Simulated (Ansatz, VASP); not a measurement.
## CrO2: VASP beside Ansatz

```
CELL_PARAMETERS angstrom
0.00000 2.33684 2.33684
2.33684 0.00000 2.33684
2.33684 2.33684 0.00000
ATOMIC_POSITIONS crystal
Cr 0.00000 0.00000 0.00000
O 0.25000 0.25000 0.25000
O 0.75000 0.75000 0.75000
```

Measurements of this composition are mostly on another form, of space group No. 136.

Alike in both runs: task single point; functional PBEsol; k mesh 7 × 7 × 7; occupations gaussian, width 0.05 eV; collinear spin, ferromagnetic start; Hubbard terms Cr d U = 5 eV.

```csv
,VASP,Ansatz
version,VASP 6.6.1,Ansatz 0.2.0
potentials or method,"VASP PAW PBE potentials, release 64 (Cr_pv, O)",Ansatz PAW
plane-wave cutoff (eV),520,420
valence electrons in the cell,24,26
```

```csv
,VASP,Ansatz,Ansatz less VASP
gap on the k mesh at the Fermi level (eV),0.41,0.21,-0.198
least direct gap on the mesh (eV),0.41,0.21,-0.198
pressure (GPa),7.3,3.6,-3.68
net moment per atom (μB),0.67,0.67,0.000
size of the moment on the site where the two differ most (μB),2.48,2.16,-0.323
```

Site moments also hang on the region over which each program counts them. The programs project onto different local orbitals, so the same U acts differently. The two sets of potentials don't hold the same shells in valence.

Caveats: a cell with one magnetic atom can't hold antiferromagnetic order, which such compounds often take; the PAW data sets were made with another functional, which shifts forces and pressure a little (VASP); an odd mesh through Γ misses points on the zone boundary, where band edges often lie (VASP); the magnetic or orbital state may not be the lowest (Ansatz); odd divisions of the mesh miss points on the zone boundary, where band edges often lie, so the gap on the mesh can be too wide (Ansatz); the pressure holds a Pulay correction of +1.0 GPa for the finite cutoff (Ansatz); the PAW data sets come from PBE, with cores solved anew for the run's functional, which leaves a small shift of forces and pressure (Ansatz). The state reached can hang on the start; a lower one may exist.
